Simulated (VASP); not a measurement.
W: single point with PBE

Crystal: W.

```
CELL_PARAMETERS angstrom
1.58332 -5.02261 0.00000
1.58332 5.02261 0.00000
0.00000 0.00000 4.19029
ATOMIC_POSITIONS crystal
W 0.09800 0.90200 0.91000
W 0.59800 0.40200 0.59000
W 0.90200 0.09800 0.09000
W 0.40200 0.59800 0.41000
```

The cell was built by a generator and needn't be a form met in nature.

```yaml
Program: VASP 6.6.1
Task: single point
Functional: PBE
Potentials_or_basis: VASP PAW PBE potentials, release 64 (W_sv)
Cutoff: 520 eV
k_mesh: 6 × 6 × 4
Occupations: gaussian, width 0.1 eV
Spin: no spin polarisation
```

* Pressure: 133.0 GPa
* Largest force: 19.544 eV/Å
* Band gap on the k mesh: none (metal or under the smearing width)

Forces in eV/Å, atoms in the order of the input:
```
W     0.000 -13.034  14.563
W     0.000 -13.034 -14.563
W     0.000  13.034 -14.563
W     0.000  13.034  14.563
```

Stress tensor (GPa, compression positive):
```
155.11   0.00   0.00
  0.00 108.42   0.00
  0.00   0.00 135.51
```

Levels at points of the mesh, in eV from the Fermi level:
| k point | band 25 | band 26 | band 27 | band 28 | band 29 | band 30 | band 31 | band 32 |
| --- | --- | --- | --- | --- | --- | --- | --- | --- |
| (0.00, 0.00, 0.00) | -1.75 | -0.52 | -0.03 | 0.39 | 1.14 | 1.59 | 1.61 | 1.75 |
| (0.50, 0.00, 0.00) | -0.62 | -0.62 | -0.49 | -0.49 | 0.64 | 0.64 | 1.26 | 1.26 |
| (0.50, 0.50, 0.00) | -2.07 | -0.70 | -0.05 | 0.25 | 0.32 | 0.77 | 1.42 | 4.03 |
| (0.00, 0.00, 0.50) | -2.46 | -2.46 | -2.07 | -2.07 | -0.81 | -0.81 | 3.19 | 3.19 |
| (0.50, 0.00, 0.50) | -0.55 | -0.55 | -0.39 | -0.39 | 1.07 | 1.07 | 1.34 | 1.34 |
| (0.50, 0.50, 0.50) | -2.40 | -2.40 | -2.06 | -2.06 | -0.56 | -0.56 | 3.18 | 3.18 |

Wall time 110 s on 1 thread of Intel(R) Xeon(R) Platinum 8259CL CPU @ 2.50GHz (Skylake/Cascade Lake), on a shared host, peak memory 0.24 GiB.

Caveat: the k mesh is coarse (spacing up to 0.37 Å⁻¹), so the values aren't converged; a pressure of tens of GPa on the cell as given is suspect, and the run, the potentials or the cell itself is likely at fault; forces of over 1 eV/Å show positions far from the minimum, so gaps and moduli don't describe the material at rest. Spin-orbit coupling is left out, which matters for the levels of W.
